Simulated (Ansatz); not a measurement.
# ZnSe (Stilleite) (F-43m) in Ansatz: further runs

Aim: see how the results for ZnSe (Stilleite) move with the level of theory and the settings. Levels: PBE, PBEsol, BLYP. Tasks: phonons, elastic constants, band structure.

All numbers are computed with Ansatz 0.2.0; they aren't measurements. Logs are shortened: lines on timing, memory, paths and dates and some standing lists are left out, and cuts for length are marked.

**Measured values to compare with.**

From “Alloy Disordering Effects on the Thermal Conductivity and Energy Gap Temperature Dependence of Cd1−xZnxSe Ternary Crystals Grown by the Bridgman Method”, 2023, pmc:10253836, for a bulk crystal of ZnSe at 300 K: band gap 2.695 ± 0.003 eV (an exciton energy, a little under the gap).

A printed reference work, textbook reports, for a bulk crystal of ZnSe: high-frequency dielectric constant 5.9.

How close the calculation comes is told below.

## 1. The structure

It takes space group F-43m (No. 216, cubic). Conventional cell: a = 5.668 Å, b = 5.668 Å, c = 5.668 Å, α = 90.00°, β = 90.00°, γ = 90.00°. Se (site symmetry -43m) has 4 Zn at 2.45 Å as nearest neighbours. Zn (site symmetry -43m) has 4 Se at 2.45 Å as nearest neighbours.

## 2. Phonons, PBE

File input.yaml:

```yaml
crystal:
  lattice:
    - [0.0, 2.8338, 2.8338]
    - [2.8338, 0.0, 2.8338]
    - [2.8338, 2.8338, 0.0]
  atoms:
    - { symbol: Se, position: [0.75, 0.75, 0.75] }
    - { symbol: Zn, position: [0.0, 0.0, 0.0] }
hamiltonian:
  xc: pbe
  pseudopotentials: { kind: paw }
kpoints:
  mp_grid: { grid: [6, 6, 6] }
scf:
  occupations: { method: fixed }
phonons:
  method: dfpt
  dielectric: true
  rigid_motions: translations
  qmesh: [2, 2, 2]
  temperatures: { t_max: 1000, t_step: 100 }
  qpath:
    path:
      - [[0.0, 0.0, 0.0], [0.5, 0.0, 0.5], [0.5, 0.25, 0.75], [0.375, 0.375, 0.75], [0.0, 0.0, 0.0], [0.5, 0.5, 0.5], [0.625, 0.25, 0.625], [0.5, 0.25, 0.75], [0.5, 0.5, 0.5], [0.375, 0.375, 0.75]]
      - [[0.625, 0.25, 0.625], [0.5, 0.0, 0.5]]
    npoints: 8
```

Potentials or basis: Ansatz PAW.

Command:

```console
$ ansatz run input.yaml --threads 2 --pin off --max-ram 5632MiB --backend cpu --events-out ev --progress --plain --runs-dir out
```

Output:

```text
Warning: phonons: the dynamical matrix that this run interpolates holds no multipole term above the dipole-dipole one, and a site of this crystal is no centre of inversion, so its interpolated transverse optical and acoustic branches and sound speeds can stay off near Gamma, and the density of states and the thermodynamics with them. What a run solves at a wave vector of phonons.qpoints, Gamma apart, where the deck admits one, is free of this, and under fd what a larger phonons.supercell samples
Warning: RAYON_NUM_THREADS=2 ignored (pool sized by the plan → 2); use --threads N
Engine: ansatz 0.2.0, x86_64-unknown-linux-gnu
Pseudopotentials: kind: paw
Pseudopotential: Se, paw, valence charge 16, recommended cutoff 420 eV (normal), Se.paw.azcp
Pseudopotential: Zn, paw, valence charge 12, recommended cutoff 420 eV (normal), Zn.paw.azcp
Functional definition: PBE
  parameter kappa = 0.804
  parameter beta = 0.06672455060314922
  exchange = pbe_x(kappa = kappa, mu = beta*pi^2/3)
  correlation = pbe_c(beta = beta)
Crystal: 2 atoms, lattice volume = 45.513 Å³
Basis set: ecut = 420 eV, 893 PW (Γ), exchange–correlation on 54×54×54 points (8 copies of the dense FFT grid, shifted against one another)
Bands: 18, of which v1, the nominal top of the filled ones, is band 14 counted from 1 (13 counted from 0)
Symmetry: 24 space group operations
k-points: 46 of 216 (irreducible under 4 space group operations, time reversal used)
Non-local potential: Se, projectors of the file, l = 0: 2, l = 1: 2, l = 2: 3, l = 3: 1
Non-local potential: Zn, projectors of the file, l = 0: 2, l = 1: 2, l = 2: 3, l = 3: 1
PAW form: soft (Blöchl's): semilocal exchange-correlation on the pseudo side does not see the compensation charge
PAW one-centre angular grid: Se, 590 points (default); XC on 64 Gauss nodes
PAW one-centre angular grid: Zn, 590 points (default); XC on 64 Gauss nodes
Initial density: superposition of atomic densities (neutral atoms: chi_scale 0, normalization atom), corrected by the library's trained network
Initial wavefunctions: pseudopotential atomic-orbital guess
Functional: x = pbe(κ = 0.804, μ = 0.2195149727645171), c = pbe(β = 0.06672455060314922)
SCF iter   1: F=—  HF=-8789.521153 eV  |F-HF|=—  |Δ(HF+E_count)|=         —  Δρ=6.56e-4  dr2=2.70e-4  ethr=1.77e-3  ⟨swp⟩=5.0  Hψ=3792  notcnv=0  defer=86
preconditioner: auto → none  [insulator: Δε(μ)=1.281 eV  Ē_g=11.918 eV  n_scr=14 (ndim 8)  ℏωp=23.4 eV  f_vac=0.121  ε∞_Penn≈4.8]
SCF iter   2: F=—  HF=-8789.521057 eV  |F-HF|=—  |Δ(HF+E_count)|=   9.57e-5  Δρ=3.19e-4  dr2=2.44e-5  ethr=9.65e-7  ⟨swp⟩=2.0  Hψ=1938  notcnv=0  defer=86
SCF iter   3: F=—  HF=-8789.521075 eV  |F-HF|=—  |Δ(HF+E_count)|=   1.78e-5  Δρ=1.43e-4  dr2=4.39e-6  ethr=8.73e-8  ⟨swp⟩=2.9  Hψ=1456  notcnv=0  defer=55
SCF iter   4: F=—  HF=-8789.521079 eV  |F-HF|=—  |Δ(HF+E_count)|=   3.77e-6  Δρ=6.68e-5  dr2=7.08e-7  ethr=1.57e-8  ⟨swp⟩=2.0  Hψ=1196  notcnv=0
SCF iter   5: F=—  HF=-8789.521081 eV  |F-HF|=—  |Δ(HF+E_count)|=   2.31e-6  Δρ=1.89e-5  dr2=1.74e-7  ethr=2.53e-9  ⟨swp⟩=2.0  Hψ=1472  notcnv=0
SCF iter   6: F=—  HF=-8789.521081 eV  |F-HF|=—  |Δ(HF+E_count)|=   1.59e-7  Δρ=3.76e-6  dr2=4.51e-9  ethr=6.23e-10  ⟨swp⟩=2.0  Hψ=1472  notcnv=0
SCF iter   7: F=—  HF=-8789.521081 eV  |F-HF|=—  |Δ(HF+E_count)|=   1.19e-8  Δρ=6.54e-7  dr2=2.16e-10  ethr=1.61e-11  ⟨swp⟩=2.0  Hψ=1472  notcnv=0
SCF iter   8: F=-8789.521081 eV  HF=-8789.521081 eV  |F-HF|=5.46e-12  |Δ(HF+E_count)|=  1.16e-10  Δρ=7.83e-8  dr2=1.74e-12  ethr=1.00e-12  ⟨swp⟩=7.6  Hψ=4777  notcnv=0
SCF 1 converged in 8 iterations: F = -8789.521081 eV  dr2 = 1.74e-12
NSCF: frozen V_eff on 2 k-points
DFPT response loops at Γ: preconditioner auto → none (the input reference at scf.mixing.eps_inf says where Resta's filter doesn't serve); β = 0.50; Broyden in place of MSR1
── the response to a field inside a basis, on 8×8×8 k-points: an SCF that follows is theirs, and a resumed run solves both again ──
Bands: 15, of which v1, the nominal top of the filled ones, is band 14 counted from 1 (13 counted from 0)
k-points: 60
Initial density: handed on by an earlier stage of this run
Initial wavefunctions: pseudopotential atomic-orbital guess (no wavefunctions were taken with the density)
Eigensolver: Dense (60 Hₖ)
SCF iter   1: F=—  HF=-8789.525375 eV  |F-HF|=—  |Δ(HF+E_count)|=         —  Δρ=2.21e-4  dr2=2.99e-5  ethr=1.00e-1
preconditioner: auto → none  [insulator: Δε(μ)=1.387 eV  Ē_g=9.498 eV  n_scr=14 (ndim 8)  ℏωp=23.4 eV  f_vac=0.119  ε∞_Penn≈7.0]
SCF iter   2: F=—  HF=-8789.525364 eV  |F-HF|=—  |Δ(HF+E_count)|=   1.12e-5  Δρ=1.74e-4  dr2=6.76e-6  ethr=1.07e-7
SCF iter   3: F=—  HF=-8789.525365 eV  |F-HF|=—  |Δ(HF+E_count)|=   8.58e-7  Δρ=3.38e-5  dr2=4.47e-7  ethr=2.41e-8
SCF iter   4: F=—  HF=-8789.525365 eV  |F-HF|=—  |Δ(HF+E_count)|=   6.99e-8  Δρ=3.94e-5  dr2=4.25e-7  ethr=1.60e-9
SCF iter   5: F=-8789.525365 eV  HF=-8789.525365 eV  |F-HF|=3.88e-9  |Δ(HF+E_count)|=   1.19e-7  Δρ=4.04e-6  dr2=5.09e-9  ethr=1.52e-9
SCF 1 converged in 5 iterations: F = -8789.525365 eV  dr2 = 5.09e-9
DFPT response loops at Γ: mixed as the last ones told, above
WARN: field response: ε∞ stands inside a basis, on 8×8×8 points; the force constants stand on the 6×6×6 k-mesh, whose period is 9.98 times the interband length at k = (0.0000, 0.0000, 0.0000), direct gap 1.287 eV, under 14: take them and everything formed from them as unconverged, and compare with a denser kpoints.mp_grid
NSCF: frozen V_eff on 16 k-points
NSCF: frozen V_eff on 136 k-points
DFPT response loops at q = (0, 0, -0.5) (fractional): preconditioner auto → Resta (q_TF=auto, 2.516 Å⁻¹)  ε∞=6.8 (no band partly filled); β = 1.00, the filter's whole step (`scf.mixing.beta` (0.50) is not read by the response loops at its default; to damp them type it under 1.00, their step now; it binds the ground state too); Broyden in place of MSR1
NSCF: frozen V_eff on 92 k-points
DFPT response loops at q = (0, -0.5, -0.5) (fractional): mixed as the last ones told, above
SCF converged after 8 iterations
Free energy (F): -8789.521081 eV
Harris-Foulkes:  -8789.521081 eV  (|F-HF|=5.46e-12)
Internal energy: -8789.521081 eV  (E = F + TS)
E sigma→0 (E₀):  -8789.521081 eV
Fermi energy:    6.781819 eV
--- Per-component energies (eV) ---
  E_band       = -381.337891
  E_kinetic    = 250.174533
  E_local      = -4391.044862  (includes V_loc(G=0)·N_el)
  E_nonlocal   = 18.363640
  E_hartree    = 2034.796549
  E_xc         = -241.519291
  E_vxc        = -150.313920  (∫ρ·V_xc dr)
  E_paw        = -3739.347916  (= ΣΔE_a)
  E_vpaw       = -178.109435  (= ΣTr[D̂ρ^β])
  E_aug_tail   = -0.000889  (compensation charges beyond the density's cutoff)
  E_ewald      = -2720.942845
  E_smearing   = -0.000000  (= −TS)
  E_closure    = 0.000000  (closes the sum)
  Σ components = -8789.521081   (vs F -8789.521081, Δ=0.00e0)
--- Band table (eV; the first three rows and the last of 46) ---
  k-point 0: bands = ["-40.0646", "-40.0646", "-40.0646", "-40.0602", "-40.0602", "-6.4800", "0.2399", "0.2399", "0.2399", "0.6109", "0.6109", "6.7818", "6.7818", "6.7818", "8.0685", "12.5901", "12.5901", "12.5901"]
  k-point 1: bands = ["-40.0646", "-40.0646", "-40.0646", "-40.0602", "-40.0602", "-6.3056", "0.2563", "0.2665", "0.2665", "0.6092", "0.6092", "4.8772", "6.5293", "6.5293", "9.3310", "12.6562", "12.9923", "12.9923"]
  k-point 2: bands = ["-40.0646", "-40.0645", "-40.0645", "-40.0601", "-40.0601", "-5.9141", "0.3114", "0.3114", "0.4105", "0.6174", "0.6174", "2.7261", "6.1016", "6.1016", "9.4620", "13.2644", "13.2644", "14.3489"]
  k-point 45: bands = ["-40.0645", "-40.0645", "-40.0643", "-40.0602", "-40.0601", "-5.4896", "0.3528", "0.4079", "0.5751", "0.6045", "0.8536", "2.0411", "3.9483", "4.9045", "11.5645", "12.3432", "13.9125", "15.7713"]
--- Phonons (Γ-DFPT): 2 representative perturbations + reference, on 46 of 216 k-points (Σ response iterations 7) ---
  k mesh reduced under 4 symmetry operations, with k and −k counted as one. Each operation leaves every solved perturbation unchanged. A smaller set is not considered because the run solves the response to a homogeneous field
  ASR residual: 2.937e-5 → 0.000e0 eV/Å²; symmetrization residual: 5.900e-6 eV/Å²
  ASR residual per site (eV/Å²): 2.94e-5 7.87e-6
  Γ frequencies (cm⁻¹): 0.00 0.00 0.00 206.43 206.43 206.43
  ε∞ (high-frequency dielectric tensor):
        7.265492    -0.000000     0.000000
       -0.000000     7.265492     0.000000
        0.000000     0.000000     7.265492
  ε⁰ (static dielectric tensor: ions relaxed, cell fixed):
       10.254690    -0.000000     0.000000
       -0.000000    10.254690    -0.000000
        0.000000    -0.000000    10.254690
  ε⁰ − ε∞ (ionic part):
        2.989198    -0.000000     0.000000
       -0.000000     2.989198    -0.000000
        0.000000    -0.000000     2.989198
  softest optical mode at Γ: 206.43 cm⁻¹; the repairs (sum rule, projections) moved no ω² at Γ by more than (0.50 cm⁻¹)²
  Born effective charges Z* (e; rows j = field, columns β = displacement):
    site 0:
        -2.05284   -0.00000    0.00000
         0.00000   -2.05284   -0.00000
        -0.00000   -0.00000   -2.05284
    site 1:
         2.05284    0.00000   -0.00000
        -0.00000    2.05284    0.00000
         0.00000    0.00000    2.05284
  Z* charge neutrality: 1.446e-4 e pre-enforcement
  solved inside a basis spanned on kpoints, on 8×8×8 k-points transformed towards the longest dipole: ε∞ is read to err by 1.9e-2, Z* by 1.7e-2 e (field_mesh: kpoints solves on kpoints); Z* is corrected for what the basis lacks
  optical modes at Γ without the LO–TO term, one row a degenerate level:
      ω (cm⁻¹)  modes    IR ((D/Å)²/amu)
        206.43      3             8.1546
  optical modes at Γ + LO–TO along q̂ = [1.0000, 0.0000, 0.0000]:
      ω (cm⁻¹)  modes    IR ((D/Å)²/amu)
        206.43      2             5.4364
        245.25      1             2.7182
  optical modes at Γ + LO–TO along q̂ = [0.0000, 1.0000, 0.0000]:
      ω (cm⁻¹)  modes    IR ((D/Å)²/amu)
        206.43      2             5.4364
        245.25      1             2.7182
  optical modes at Γ + LO–TO along q̂ = [0.0000, 0.0000, 1.0000]:
      ω (cm⁻¹)  modes    IR ((D/Å)²/amu)
        206.43      2             5.4364
        245.25      1             2.7182
--- Phonons (arbitrary-q DFPT): 3 irreducible q on the 2×2×2 mesh ---
  q = [0.0000, 0.0000, 0.0000] (star 1, of the zone-centre solve; hermiticity 2.11e-6, symmetrization 1.08e-12): 0.00 0.00 0.00 206.43 206.43 206.43
  q = [0.0000, 0.0000, -0.5000] (star 4, 2 solved perturbations on 68 of 216 k-point pairs; hermiticity 7.22e-7, symmetrization 3.20e-12): 51.12 51.12 168.59 208.50 208.50 213.10
  q = [0.0000, -0.5000, -0.5000] (star 3, 4 solved perturbations in 152 linear systems a pass and spin channel, the states on 46 of 216 k-point pairs; hermiticity 9.02e-7, symmetrization 7.96e-13): 65.19 65.19 192.13 198.80 212.11 212.11
  sum rule: each row above includes the acoustic sum rule's correction from the zone centre's row sums; it moved no ω² by more than (0.32 cm⁻¹)²
  mesh force constants: q→R imaginary residual 4.30e-17; ASR residual 2.937e-5 → 0.000e0 eV/Å²; symmetrization residual 3.553e-15 eV/Å²
  interpolated dispersion: 83 rows × 6 modes
  density of states and harmonic sums: on the 20×20×20 q-mesh, interpolated from the force constants of a 2×2×2 supercell (with the dipole–dipole term)
  largest difference from the sums on the solved wave vectors: F 6.61e-2 eV, S 9.84e-5 and C_V 3.23e-5 eV/K
  zero-point energy: 0.056673 eV/cell   skipped modes (ω ≤ 0): 3   left out of the sums: 6.25e-5 of the cell's modes: C_V's classical limit lies that fraction below 3 k_B per atom; for a crystal, a wire or a layer, F and S can be off by more, and a phonons.interpolated_qmesh denser along its periods is the remedy for the sampling
```

Run time: 56 s. Hardware: 2 threads of Intel Xeon at 2.70GHz, shared host; peak memory 0.63 GiB.

What came out:

```yaml
Free_energy: -8789.5211 eV
Band_gap_on_the_k_mesh: 1.29 eV, direct
Electronic_dielectric_tensor_diagonal: 7.27
Born_charges_mean_of_the_diagonal: Se -2.05; Zn +2.05 e
Highest_phonon_frequency_LO-TO_splitting_left_out: 213 cm⁻¹
Static_dielectric_tensor_diagonal: 10.25
```

Phonon frequencies in cm⁻¹ (negative: imaginary):
| q point | frequencies |
| --- | --- |
| (0.000, 0.000, 0.000) | 0 0 0 206 206 206 |
| (0.000, 0.000, -0.500) | 51 51 169 208 208 213 |
| (0.000, -0.500, -0.500) | 65 65 192 199 212 212 |

Electronic dielectric tensor:
```
7.27 0.00 0.00
0.00 7.27 0.00
0.00 0.00 7.27
```

Born effective charge tensors (e):
atom 1, Se
```
-2.05  0.00  0.00
 0.00 -2.05  0.00
 0.00  0.00 -2.05
```
atom 2, Zn
```
2.05 0.00 0.00
0.00 2.05 0.00
0.00 0.00 2.05
```

Static dielectric tensor, electrons and zone-centre modes:
```
10.25  0.00  0.00
 0.00 10.25  0.00
 0.00  0.00 10.25
```

Caveat: the q mesh is small, so phonon branches between its points and thermal values are rough.

(Part 1 of 2 ends here.)
